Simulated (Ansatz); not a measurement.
CaF₂ (fluorite)

```xyz
3
Lattice="0.0000 2.7555 2.7555 2.7555 0.0000 2.7555 2.7555 2.7555 0.0000" Properties=species:S:1:pos:R:3 pbc="T T T"
Ca     0.0000     0.0000     0.0000
F      1.3777     1.3777     1.3777
F      4.1332     4.1332     4.1332
```

Computed with PBE (plane waves to 420 eV, PAW, scalar-relativistic; Ansatz, a first-principles code). DFPT wavenumbers on a 8×8×8 k mesh, in cm⁻¹; i marks imaginary ones, q is in fractions of the reciprocal vectors of the cell shown, and the three acoustic modes at Γ are left out. The non-analytic (LO-TO) term is not included, so polar modes at Γ have their transverse values. CaF2 was relaxed with its symmetry unable to fall.

Problem. Does any mode at Γ, L = (0.5, 0.0, 0.0), X = (0.5, 0.5, 0.0) come out imaginary?

Solution. No imaginary mode at these points (lowest 112 cm⁻¹ at X = (0.5, 0.5, 0.0)); other wave vectors were not tested.

Problem. List the wavenumbers at Γ, L = (0.5, 0.0, 0.0), X = (0.5, 0.5, 0.0), with degeneracies.

Solution. 
```
q                                             wavenumbers (cm⁻¹)
-------------------  -------------------------------------------
Γ                                             228 (×3), 306 (×3)
L = (0.5, 0.0, 0.0)  137 (×2), 231, 256 (×2), 259 (×2), 319, 337
X = (0.5, 0.5, 0.0)  112, 158 (×2), 176 (×2), 306, 315 (×2), 377
```
